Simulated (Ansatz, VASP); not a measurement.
## One calculation of Mg, two programs

```xyz
1
Lattice="-1.8360 1.8108 1.6519 1.8360 -1.8612 1.7069 1.8360 1.8612 -1.7069" Properties=species:S:1:pos:R:3 pbc="T T T"
Mg    0.0000    0.0000    0.0000
```

Change from the starting cell: strain -0.0300 x Voigt [0, 0, 0, 1, 0, 0], atoms carried along.

Alike in both runs: task single point; functional PBE; k mesh 20 × 20 × 20; occupations gaussian, width 0.15 eV; no spin polarisation.

|  | VASP | Ansatz |
| --- | --- | --- |
| version | VASP 6.6.1 | Ansatz 0.2.0 |
| potentials or method | VASP PAW PBE potentials, release 64 (Mg) | scalar-relativistic, plane waves, PAW |
| plane-wave cutoff (eV) | 520 | 420 |
| valence electrons in the cell | 2 | 10 |

VASP gave:

```
gap on the k mesh at the Fermi level (eV)       : none
pressure (GPa)                                  : 0.5
largest component of the traceless stress (GPa) : 1.06
```

What did Ansatz give for the same quantities?

gap on the k mesh at the Fermi level (eV): none; pressure (GPa): 0.6; largest component of the traceless stress (GPa): 1.06.

A gap of «none» marks a metal or a gap that the smearing closes. The functional is the same, so the differences come from potentials, cutoffs and numerics. The two sets of potentials don't hold the same shells in valence.
